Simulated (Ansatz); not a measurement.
## HfO2: how the free axis answers a strain

HfO2, P4_2/nmc, a = 3.577 Å, c = 5.203 Å. This isn't the usual stable structure of the compound. Ansatz: r2SCAN, PAW, 500 eV, Γ-centred 6×6×6 mesh on 6 atoms, Gaussian smearing 0.02 eV; no spin polarisation. Series: uniaxial strain along a, with b, c and atoms relaxed; x is the strain in per cent. y is the change of c in per cent of 5.203 Å.

```
x (%) y (%)
 -4.5      ?
 -3.0   0.37
 -1.5   0.16
  0.0   0.00
  1.5  -0.10
  3.0  -0.15
```

Question: Fit y = c1 x + c2 x² to the other rows, say what c1 measures, and predict the missing y.

Answer: Least squares on the rows shown. y = −0.08667 x + 0.01229 x². So −c1 = 0.087 is Poisson's ratio for this pair of axes. Along b the same runs (not shown) give 0.61. At x = -4.5 the fit asked for gives 0.64 %. The run gave 0.69 %, so the fit is 0.05 % too low, 6 % of the span of the series, against an rms of 0.002 % on the fitted rows. The row lies outside the fitted range. With a term in x³ added, a fit to the same known rows predicts 0.64 %, no real gain.

Spin–orbit coupling is left out, which can shift energies with elements as heavy as these.